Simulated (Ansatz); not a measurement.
# CoO (Fm-3m) in Ansatz: further runs

Aim: see how the results for CoO move with the level of theory and the settings. Levels: PBE, BLYP+D4, revPBE+D4. Tasks: single point, relaxation of cell and atoms.

Everything below comes from runs of Ansatz 0.2.0. Logs are shortened: lines on timing, memory, paths and dates and some standing lists are left out, and cuts for length are marked.

## (1) Starting point

Symmetry: Fm-3m, No. 225, cubic system. The conventional cell has a = 4.263 Å, b = 4.263 Å, c = 4.263 Å, α = 90.00°, β = 90.00°, γ = 90.00°. Co (site symmetry m-3m) is surrounded by 6 O at 2.13 Å. O (site symmetry m-3m) is surrounded by 6 Co at 2.13 Å.

## (2) Single point, PBE, collinear spin, ferromagnetic start

Input file input.yaml:

```yaml
crystal:
  lattice:
    - [0.0, 2.1315, 2.1315]
    - [2.1315, 0.0, 2.1315]
    - [2.1315, 2.1315, 0.0]
  atoms:
    - { symbol: Co, position: [0.0, 0.0, 0.0], spin: 2.0 }
    - { symbol: O, position: [0.5, 0.5, 0.5] }
kpoints:
  mp_grid: { grid: [11, 11, 11] }
scf:
  occupations: { method: gaussian, width: 0.03 }
hamiltonian:
  xc: pbe
  pseudopotentials: { kind: all_electron, lapw: { basis_error: 0.001 } }
magnetization:
  spin_polarized: true
output:
  forces: true
  stress: true
  eigenvalues: true
```

Potentials or basis: all-electron LAPW, scalar-relativistic.

The run is started by

```
$ ansatz run input.yaml --threads 2 --pin off --max-ram 6144MiB --backend cpu --events-out ev --progress --plain --runs-dir out
```

What it wrote:

```text
Warning: RAYON_NUM_THREADS=2 ignored (pool sized by the plan → 2); use --threads N
LAPW: plane waves up to 9.717 Å⁻¹, error target 1.0e-3 eV per atom; small_component_spin mean_spin; O in spheres of 0.967 Å, 8 of its electrons in bands, Dirac shells []; Co in spheres of 1.165 Å, 17 of its electrons in bands, Dirac shells [] (how accurate: hamiltonian.pseudopotentials.lapw.basis_error, Limitations)
Engine: ansatz 0.2.0, aarch64-unknown-linux-gnu
Pseudopotentials: kind: all_electron
Pseudopotential: Co, LAPW, valence charge 17, lapw/all_electron/scalar/gaussian/Co, Koelling and Harmon's equation, gaussian nucleus
Pseudopotential: O, LAPW, valence charge 8, lapw/all_electron/scalar/gaussian/O, Koelling and Harmon's equation, gaussian nucleus
Functional definition: PBE
  parameter kappa = 0.804
  parameter beta = 0.06672455060314922
  exchange = pbe_x(kappa = kappa, mu = beta*pi^2/3)
  correlation = pbe_c(beta = beta)
Crystal: 2 atoms, lattice volume = 19.368 Å³
Basis set: ecut = 359.7176942531124 eV, 307 PW (Γ), exchange–correlation at level 2
Bands: 18, of which v1, the nominal top of the filled ones, is band 13 counted from 1 (12 counted from 0)
Symmetry: 48 space group operations
Space group: Fm-3m (ITA 225), of the structure as read, at distance tolerance 2.7e-5 Å
Magnetic group: BNS 225.116 (UNI 1618), of the structure as read, at distance tolerance 2.7e-5 Å
k-points: 56 of 1331
Non-local potential: Co, projectors of the file, none
Non-local potential: O, projectors of the file, none
Initial density: superposition of atomic densities (chi_scale 0.1, normalization cell, long waves kept (reshape's long-wave potential 0.00 eV rms))
Starting moments: Σ|m| = 2 μB on 1 of 2 sites
Initial wavefunctions: plane waves of lowest kinetic energy (no species holds an atomic orbital)
Functional: x = pbe(κ = 0.804, μ = 0.2195149727645171), c = pbe(β = 0.06672455060314922)
iter 1 solved again at ethr=6.56e-3 eV; its pass at ethr=1.00e-1 eV (dr2=1.64e0 eV) is discarded
SCF iter   1: F=—  HF=-39965.315362 eV  |F-HF|=—  |Δ(HF+E_count)|=         —  Δρ=6.11e-2 (↑5.65e-2 ↓6.11e-2)  dr2=1.64e0  dr2_m=2.72e-1  M=3.000 μB ∫|m|=3.002 μB  β_m=0.30  ethr=6.56e-3  ⟨swp⟩=2.0  Hψ=13188  notcnv=0
Mixer restart at iter 1: flushing history
preconditioner: auto → none  [metal: Δε(μ)=0.008 eV  Ē_g=14.103 eV  σ=0.030 eV  W_gap=0.16  n_scr=8 (ndim 8)  ℏωp=32.7 eV  f_vac=0.000  D(μ)=4.63/eV (n_scr^D=88)  sad-step TF]
SCF iter   2: F=—  HF=-39964.512582 eV  |F-HF|=—  |Δ(HF+E_count)|=   8.03e-1  Δρ=3.49e-2 (↑3.49e-2 ↓3.06e-2)  dr2=3.63e-1  dr2_m=1.19e-1  M=3.000 μB ∫|m|=3.002 μB  β_m=0.47  ethr=6.55e-3  ⟨swp⟩=2.0  Hψ=5936  notcnv=0
SCF iter   3: F=—  HF=-39964.559431 eV  |F-HF|=—  |Δ(HF+E_count)|=   4.68e-2  Δρ=2.02e-2 (↑1.81e-2 ↓2.02e-2)  dr2=2.64e-1  dr2_m=1.55e-2  M=3.000 μB ∫|m|=3.009 μB  β_m=0.48  ethr=1.45e-3  ⟨swp⟩=2.0  Hψ=6048  notcnv=0
iter 4 solved again at ethr=1.67e-5 eV; its pass at ethr=1.06e-3 eV (dr2=4.18e-3 eV) is discarded
SCF iter   4: F=—  HF=-39964.490034 eV  |F-HF|=—  |Δ(HF+E_count)|=         —  Δρ=5.87e-3 (↑3.58e-3 ↓5.87e-3)  dr2=4.15e-3  dr2_m=2.66e-3  M=2.938 μB ∫|m|=2.951 μB  β_m=0.48  ethr=1.67e-5  ⟨swp⟩=2.0  Hψ=9954  notcnv=0
Mixer restart at iter 4: flushing history
the basis was enlarged: its passes take 1.4 MiB over the memory plan, 2 of 2 planned eigensolver slots
SCF iter   5: F=—  HF=-39964.497416 eV  |F-HF|=—  |Δ(HF+E_count)|=   7.38e-3  Δρ=4.15e-3 (↑4.15e-3 ↓3.23e-3)  dr2=1.11e-2  dr2_m=4.69e-4  M=2.999 μB ∫|m|=3.013 μB  β_m=0.42  ethr=1.66e-5  ⟨swp⟩=3.0  Hψ=6611  notcnv=0
SCF iter   6: F=—  HF=-39964.489901 eV  |F-HF|=—  |Δ(HF+E_count)|=   7.51e-3  Δρ=1.92e-3 (↑1.92e-3 ↓1.22e-3)  dr2=5.71e-4  dr2_m=3.08e-4  M=2.977 μB ∫|m|=2.991 μB  β_m=0.61  ethr=1.66e-5  ⟨swp⟩=2.5  Hψ=6089  notcnv=0
SCF iter   7: F=—  HF=-39964.491500 eV  |F-HF|=—  |Δ(HF+E_count)|=   1.60e-3  Δρ=4.74e-4 (↑4.74e-4 ↓2.00e-4)  dr2=4.41e-5  dr2_m=1.50e-5  M=2.979 μB ∫|m|=2.995 μB  β_m=0.58  ethr=2.28e-6  ⟨swp⟩=2.5  Hψ=5650  notcnv=0
SCF iter   8: F=—  HF=-39964.491541 eV  |F-HF|=—  |Δ(HF+E_count)|=   4.12e-5  Δρ=2.42e-4 (↑1.86e-4 ↓2.42e-4)  dr2=2.79e-6  dr2_m=7.71e-6  M=2.976 μB ∫|m|=2.992 μB  β_m=0.79  ethr=1.76e-7  ⟨swp⟩=2.0  Hψ=5452  notcnv=0
SCF iter   9: F=—  HF=-39964.491554 eV  |F-HF|=—  |Δ(HF+E_count)|=   1.26e-5  Δρ=8.38e-5 (↑8.38e-5 ↓7.74e-5)  dr2=1.99e-6  dr2_m=4.35e-7  M=2.976 μB ∫|m|=2.992 μB  β_m=0.67  ethr=1.12e-8  ⟨swp⟩=3.0  Hψ=6031  notcnv=0
SCF iter  10: F=—  HF=-39964.491545 eV  |F-HF|=—  |Δ(HF+E_count)|=   8.83e-6  Δρ=1.90e-5 (↑1.90e-5 ↓1.49e-5)  dr2=2.48e-8  dr2_m=4.60e-8  M=2.975 μB ∫|m|=2.991 μB  β_m=0.83  ethr=7.96e-9  ⟨swp⟩=3.0  Hψ=5763  notcnv=0
SCF iter  11: F=—  HF=-39964.491545 eV  |F-HF|=—  |Δ(HF+E_count)|=   2.56e-8  Δρ=8.65e-6 (↑7.82e-6 ↓8.65e-6)  dr2=4.54e-9  dr2_m=1.11e-8  M=2.975 μB ∫|m|=2.991 μB  β_m=0.92  ethr=9.93e-11  ⟨swp⟩=2.4  Hψ=5537  notcnv=0
SCF iter  12: F=-39964.491545 eV  HF=-39964.491545 eV  |F-HF|=1.31e-10  |Δ(HF+E_count)|=  3.13e-10  Δρ=8.95e-7 (↑7.50e-7 ↓8.95e-7)  dr2=7.64e-11  dr2_m=1.06e-10  M=2.975 μB ∫|m|=2.991 μB  ethr=1.82e-11  ⟨swp⟩=2.2  Hψ=5502  notcnv=0
SCF 1 converged in 12 iterations: F = -39964.491545 eV  dr2 = 7.64e-11
SCF converged after 12 iterations
Magnetization: 2.9746 μB (13.9873 up, 11.0127 down)
Absolute magnetization: 2.9911 μB (∫|ρ↑−ρ↓|)
Spin contamination: 0.0069 ħ² per cell (⟨S²⟩ above its minimum at these occupations)
Per-site moments (μB) at R_I (Å): [(2.6212999939975674, 1.1645143403757252), (0.33548874791179406, 0.9669856278624493)]
Free energy (F): -39964.491545 eV
Harris-Foulkes:  -39964.491545 eV  (|F-HF|=1.31e-10)
Internal energy: -39964.489876 eV  (E = F + TS)
E sigma→0 (E₀):  -39964.490710 eV
Entropy (-TS):   -0.001669 eV (-0.835 meV/atom)
Fermi energy:    14.098212 eV
--- Per-component energies (eV) ---
  E_band       = -1285.586311
  E_kinetic    = 40524.499734
  E_xc         = -1857.553825
  E_electrostatic = -78631.435784  (all electrons and nuclei)
  E_smearing   = -0.001669  (= −TS)
  E_closure    = 0.000000  (closes the sum)
  E_atoms      = -39950.192766  (free atoms, spherical and without spin; not in F)
  Σ components = -39964.491545   (vs F -39964.491545, Δ=0.00e0)
  Basis errors (estimates in eV, not in F): energy 3.7e-4 per atom: plane waves 3.3e-4 (1.8e-4 summed), levels above the bands 0.0e0, relativity 4.6e-8, radial functions 3.8e-5, core shells 7.0e-9; eigenvalues (radial functions only) 1.3e-5; not estimated: angular momenta, meshes, grids; target (lapw.basis_error) 1.0e-3; muffin-tin radii O 0.967 Å, Co 1.165 Å
--- Forces (eV/Å), atoms counted from 1 ---
  atom   1  Co     0.00000000     0.00000000     0.00000000
  atom   2  O      0.00000000    -0.00000000     0.00000000
  max |Σ_I F_I| component: 4.22e-30 eV/Å
--- Stress (GPa, compression-positive) ---
       -1.721203      -0.000000       0.000000
       -0.000000      -1.721203       0.000000
        0.000000       0.000000      -1.721203
  P = ⅓ Tr σ = -1.7212 GPa (-17.212 kbar)
--- Band table (eV; the first three rows and the last of 112) ---
  k-point 0 ↑: bands = ["-492.6027", "-82.8347", "-46.0885", "-46.0885", "-46.0885", "-6.1245", "10.7633", "10.7633", "10.9376", "10.9376", "10.9376", "10.9851", "10.9851", "10.9851", "14.9973", "30.8193", "32.0809", "32.0809"]
  k-point 1 ↑: bands = ["-492.6027", "-82.8345", "-46.0915", "-46.0889", "-46.0889", "-6.0392", "10.0311", "10.0311", "10.0602", "11.0143", "11.0143", "11.3278", "11.7288", "11.7288", "15.5820", "29.1836", "31.7863", "31.7863"]
  k-point 2 ↑: bands = ["-492.6027", "-82.8337", "-46.0993", "-46.0900", "-46.0900", "-5.8015", "8.7933", "9.3002", "9.3002", "11.1658", "11.1658", "11.5361", "12.5508", "12.5508", "16.7827", "27.0013", "30.6863", "30.6863"]
  k-point 55 ↓: bands = ["-492.3194", "-79.7187", "-43.0811", "-43.0791", "-43.0674", "-4.1800", "8.3675", "8.4275", "9.2522", "13.5764", "13.8273", "14.2266", "15.0881", "15.8063", "22.9959", "24.3524", "24.4592", "27.7209"]
```

It took 16 s on 2 threads of Arm Neoverse V1, shared host; peak memory 0.44 GiB.

What came out:

```yaml
Free_energy: -39964.4915 eV
Pressure: -1.7 GPa
Band_gap_on_the_k_mesh: none (metal or under the smearing width)
Net_moment: 2.97 μB per cell
Absolute_moment: 2.99 μB per cell
Site_moments: Co +2.62; O +0.34 μB
```

Caveat: a cell with one magnetic atom can't hold antiferromagnetic order, which such compounds often take; semilocal functionals often make such compounds metallic where correlation or magnetic order opens a gap, which also shifts bond lengths.

## (3) Relaxation of cell and atoms, BLYP+D4, collinear spin, ferromagnetic start

input.yaml, as its differences from that of step 2:

```diff
@@ -11,5 +11,6 @@
 scf:
-  occupations: { method: gaussian, width: 0.03 }
+  occupations: { method: fermi_dirac, width: 0.05 }
 hamiltonian:
-  xc: pbe
+  xc: blyp
+  dispersion: d4
   pseudopotentials: { kind: all_electron, lapw: { basis_error: 0.001 } }
@@ -20,2 +21,5 @@
   stress: true
-  eigenvalues: true
+relax:
+  f_tol: 0.005
+  max_steps: 60
+  cell: {}
```

Potentials or basis: all-electron LAPW, scalar-relativistic.

The run is started by

```
$ ansatz run input.yaml --threads 2 --pin off --max-ram 6144MiB --backend cpu --events-out ev --progress --plain --runs-dir out
```

It took 40 s on 2 threads of Arm Neoverse V1, shared host; peak memory 0.45 GiB.

Results (log left out):

```yaml
Free_energy: -39975.8260 eV
Relaxed_volume: 9.57 Å³/atom
Relaxed_cell: a = 3.003 Å, b = 3.003 Å, c = 3.003 Å, α = 60.00°, β = 60.00°, γ = 60.00°
Space_group_after_relaxing_to_0.05_Å: Fm-3m (No. 225)
Energy_gained_by_relaxing: 0.7 meV/atom
Ionic_steps: 4
Pressure_after_relaxing: 0.0 GPa
Net_moment: 2.77 μB per cell
Absolute_moment: 2.78 μB per cell
Site_moments: Co +2.46; O +0.28 μB
```

Step by step:
```csv
step,energy change (eV),largest force (eV/Å),volume (Å³)
1,0.0000,0.0000,19.37
2,-0.0009,0.0000,19.26
3,-0.0013,0.0000,19.14
4,-0.0013,0.0000,19.14
```

Final structure:
```
CELL_PARAMETERS angstrom
0.00000 2.12322 2.12322
2.12322 0.00000 2.12322
2.12322 2.12322 0.00000
ATOMIC_POSITIONS crystal
Co 0.00000 0.00000 0.00000
O 0.50000 0.50000 0.50000
```

Caveat: a cell with one magnetic atom can't hold antiferromagnetic order, which such compounds often take.

(Continued in part 2 of 2.)
